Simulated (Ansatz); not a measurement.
NaCl:

```
Cl Na
1.0
     0.00000    2.79406    2.79406
     2.79406    0.00000    2.79406
     2.79406    2.79406    0.00000
Cl Na
1 1
Direct
  0.50000 0.50000 0.50000
  0.00000 0.00000 0.00000
```

The cell is a database's computed one.

```yaml
Program: Ansatz 0.2.0
Task: relaxation of cell and atoms
Functional: BLYP
Dispersion: D3(BJ)
Potentials_or_basis: all-electron LAPW, scalar-relativistic
Basis_error_allowed: 0.001 eV/atom
k_mesh: 8 × 8 × 8
Occupations: fermi-dirac, width 0.05 eV
Spin: no spin polarisation
```

At the start: volume 21.81 Å³/atom.

Problem. How do energy, volume and symmetry change on relaxing?

Solution. Over 4 steps the energy falls by 3.9 meV/atom and the volume is 20.83 Å³/atom (-4.5 %); space group Fm-3m (No. 225, to 0.05 Å).

The path:
| step | energy change (eV) | largest force (eV/Å) | volume (Å³) |
| --- | --- | --- | --- |
| 1 | 0.0000 | 0.0000 | 43.63 |
| 2 | -0.0071 | 0.0000 | 42.27 |
| 3 | -0.0078 | 0.0000 | 41.66 |
| 4 | -0.0078 | 0.0000 | 41.66 |

Final structure:
```
Cl Na
1.0
     0.00000    2.75152    2.75152
     2.75152    0.00000    2.75152
     2.75152    2.75152    0.00000
Cl Na
1 1
Direct
  0.50000 0.50000 0.50000
  0.00000 0.00000 0.00000
```
